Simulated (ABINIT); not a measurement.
# InP (F-43m) in ABINIT: further runs, part 2 of 2

ABINIT 10.8.3 (patched build). The steps go on from the part before.

**4. Single point, LDA**

The input, run.abi:

```
# Pseudopotentials
pp_dirpath "./"
pseudos "In.upf, P.upf"

# Structure
acell 3*1.0
rprim
     0.0000000000     5.5378424082     5.5378424082
     5.5378424082     0.0000000000     5.5378424082
     5.5378424082     5.5378424082     0.0000000000
ntypat 2
znucl 49 15
natom 2
typat 1 2
xred
     0.0000000000     0.0000000000     0.0000000000
     0.7500000000     0.7500000000     0.7500000000

# Plane-wave basis
ecut 31.0

# k points
kptopt 1
ngkpt 6 6 6
nshiftk 1
shiftk 0.0 0.0 0.0

# Exchange and correlation
ixc 7

# Bands and occupations
nband 13
occopt 3
tsmear 0.00183747

# SCF cycle
nstep 100
tolvrs 1.0e-10

# Output
iomode 3
prtwf 0
prtden 0
prteig 0
prtebands 0
enunit 2
```

Potentials or basis: PseudoDojo NC SR LDA v0.4.1 standard.

Launch:

```
> abinit run.abi > log 2>&1
```

run.abo:

```text
.Version 10.8.3 of ABINIT
 Symmetries : space group F-4 3 m (#216); Bravais cF (face-center cubic)
================================================================================
 Values of the parameters that define the memory need of the present run
     intxc =       0    ionmov =       0      iscf =       7    lmnmax =       6
     lnmax =       6     mgfft =      40  mpssoang =       3    mqgrid =    3001
     natom =       2  nloc_mem =       1    nspden =       1   nspinor =       1
    nsppol =       1      nsym =      24    n1xccc =    2501    ntypat =       2
    occopt =       3   xclevel =       1
       mpw =        2822          nfft =       64000          nkpt =          16
================================================================================
================================================================================

--------------------------------------------------------------------------------
------------- Echo of variables that govern the present computation ------------
--------------------------------------------------------------------------------
 -outvars: echo values of preprocessed input variables --------
            acell      1.0000000000E+00  1.0000000000E+00  1.0000000000E+00 Bohr
              amu      1.14820000E+02  3.09737620E+01
             ecut      3.10000000E+01 Hartree
           enunit           2
              ixc           7
         kptrlatt        6    0    0      0    6    0      0    0    6
          kptrlen      4.69901510E+01
            natom           2
            nband          13
            ngfft          40      40      40
             nkpt          16
            nstep         100
             nsym          24
           ntypat           2
           occopt           3
           prtden           0
        prtebands           0
           prteig           0
            prtwf           0
            rprim      0.0000000000E+00  5.5378424082E+00  5.5378424082E+00
                       5.5378424082E+00  0.0000000000E+00  5.5378424082E+00
                       5.5378424082E+00  5.5378424082E+00  0.0000000000E+00
          spgroup         216
           tolvrs      1.00000000E-10
           tsmear      1.83747000E-03 Hartree
            typat      1  2
           xangst      0.0000000000E+00  0.0000000000E+00  0.0000000000E+00
                       4.3957499970E+00  4.3957499970E+00  4.3957499970E+00
[... 126 lines left out ...]
 frms,max,avg= 9.4966095E-32 9.4966095E-32   0.000E+00  0.000E+00  0.000E+00 h/b

 cartesian forces (eV/Angstrom) at end:
    1      0.00000000000000     0.00000000000000    -0.00000000000000
    2     -0.00000000000000    -0.00000000000000     0.00000000000000
 frms,max,avg= 4.8833530E-30 4.8833530E-30   0.000E+00  0.000E+00  0.000E+00 e/A
 length scales=  1.000000000000  1.000000000000  1.000000000000 bohr
              =  0.529177210544  0.529177210544  0.529177210544 angstroms
 Fermi (or HOMO) energy (hartree) =   0.16809   Average Vxc (hartree)=  -0.35888
 Eigenvalues (hartree) for nkpt=  16  k points:
 kpt#   1, nband= 13, wtk=  0.00463, kpt=  0.0000  0.0000  0.0000 (reduced coord)
  -0.36447   -0.36447   -0.36447   -0.35885   -0.35885   -0.26659    0.15818    0.15818
   0.15818    0.17594    0.30371    0.30371    0.30371
      occupation numbers for kpt#   1
   2.00000    2.00000    2.00000    2.00000    2.00000    2.00000    1.99093    1.99093
   1.99093    0.02751    0.00000    0.00000    0.00000
 prteigrs : prtvol=0 or 1, do not print more k-points.

 Fermi (or HOMO) energy (eV) =   4.57388   Average Vxc (eV)=  -9.76565
 Eigenvalues (   eV  ) for nkpt=  16  k points:
 kpt#   1, nband= 13, wtk=  0.00463, kpt=  0.0000  0.0000  0.0000 (reduced coord)
  -9.91762   -9.91762   -9.91762   -9.76474   -9.76474   -7.25425    4.30432    4.30432
   4.30432    4.78752    8.26425    8.26425    8.26425
 prteigrs : prtvol=0 or 1, do not print more k-points.

--- !EnergyTerms
iteration_state     : {dtset: 1, }
comment             : Components of total free energy in Hartree
kinetic             :  4.42136923801713E+01
hartree             :  1.83531136120633E+01
xc                  : -2.17802367112070E+01
Ewald energy        : -4.48602020983076E+01
psp_core            :  1.71031519310867E+00
local_psp           : -5.71482447104166E+01
non_local_psp       : -1.37067382602884E+01
internal            : -7.32183005948763E+01
'-kT*entropy'       : -2.74730281018056E-06
total_energy        : -7.32183033421791E+01
total_energy_eV     : -1.99237153251944E+03
band_energy         : -3.72285991943029E+00
...

 Cartesian components of stress tensor (hartree/bohr^3)
  sigma(1 1)=  6.52631976E-05  sigma(3 2)=  0.00000000E+00
  sigma(2 2)=  6.52631976E-05  sigma(3 1)=  0.00000000E+00
  sigma(3 3)=  6.52631976E-05  sigma(2 1)=  0.00000000E+00

-Cartesian components of stress tensor (GPa)         [Pressure= -1.9201E+00 GPa]
- sigma(1 1)=  1.92010957E+00  sigma(3 2)=  0.00000000E+00
- sigma(2 2)=  1.92010957E+00  sigma(3 1)=  0.00000000E+00
- sigma(3 3)=  1.92010957E+00  sigma(2 1)=  0.00000000E+00

== END DATASET(S) ==============================================================
================================================================================

 -outvars: echo values of variables after computation  --------
            acell      1.0000000000E+00  1.0000000000E+00  1.0000000000E+00 Bohr
           etotal     -7.3218303342E+01
            fcart      9.4966095346E-32  9.4966095346E-32 -9.4966095346E-32
                      -9.4966095346E-32 -9.4966095346E-32  9.4966095346E-32
            rprim      0.0000000000E+00  5.5378424082E+00  5.5378424082E+00
                       5.5378424082E+00  0.0000000000E+00  5.5378424082E+00
                       5.5378424082E+00  5.5378424082E+00  0.0000000000E+00
           strten      6.5263197622E-05  6.5263197622E-05  6.5263197622E-05
                       0.0000000000E+00  0.0000000000E+00  0.0000000000E+00
           xangst      0.0000000000E+00  0.0000000000E+00  0.0000000000E+00
                       4.3957499970E+00  4.3957499970E+00  4.3957499970E+00
             xred      0.0000000000E+00  0.0000000000E+00  0.0000000000E+00
                       7.5000000000E-01  7.5000000000E-01  7.5000000000E-01
 Calculation completed.
```

It took 14 s on 1 thread of Arm Neoverse V2, shared host; peak memory 0.07 GiB.

Results:

* Free energy: -1992.3715 eV
* Band gap on the k mesh: 0.48 eV, direct
* Valence electrons inside the program's atomic spheres: In 9.93; P 2.77

Levels at points of the mesh, in eV from the valence-band top:
| k point | band 6 | band 7 | band 8 | band 9 | band 10 | band 11 | band 12 | band 13 |
| --- | --- | --- | --- | --- | --- | --- | --- | --- |
| (0.00, 0.00, 0.00) | -11.56 | 0.00 | 0.00 | 0.00 | 0.48 | 3.96 | 3.96 | 3.96 |
| (0.50, 0.00, 0.00) | -9.81 | -5.84 | -0.99 | -0.99 | 1.31 | 4.70 | 4.70 | 6.92 |
| (0.50, 0.50, 0.00) | -9.14 | -5.88 | -2.36 | -2.36 | 1.60 | 2.11 | 9.01 | 9.41 |

Caveat: the cutoff is too short for stress, so the log's stress isn't used; spin-orbit coupling is left out, which moves the levels of the heavy elements.

**5. The runs side by side**

```tsv
task	cell	cell freedom (optcell)	optimiser (ionmov)	cutoff smearing ecutsm (Ha)	force stop (Ha/bohr)	gap on the mesh (eV)
relaxation of cell and atoms	relaxed	2	22	0.5	2e-05	0.59
single point	cell relaxed	-	-	-	-	0.59
single point	as given	-	-	-	-	0.48
```

Alike in all rows: level LDA; potentials or basis PseudoDojo NC SR LDA v0.4.1 standard; no spin polarisation; k mesh 6 × 6 × 6; cutoff (eV) 844; smearing fermi-dirac 0.05 eV.

Caveats: spin-orbit coupling is left out, which moves the levels of the heavy elements.

Total energies depend on the potentials used, so only differences within one code and one set of settings carry meaning.

**6. Against experiment**

Step 4. A measured gap of InP is 1.4236 eV (direct; 1.6 K; a printed reference work, data compilation); the calculated 0.48 eV misses it by -0.94 eV. Spin-orbit coupling on In is left out. The value is that of LDA, without temperature or zero-point motion. Semilocal functionals fall short of measured gaps as a rule.
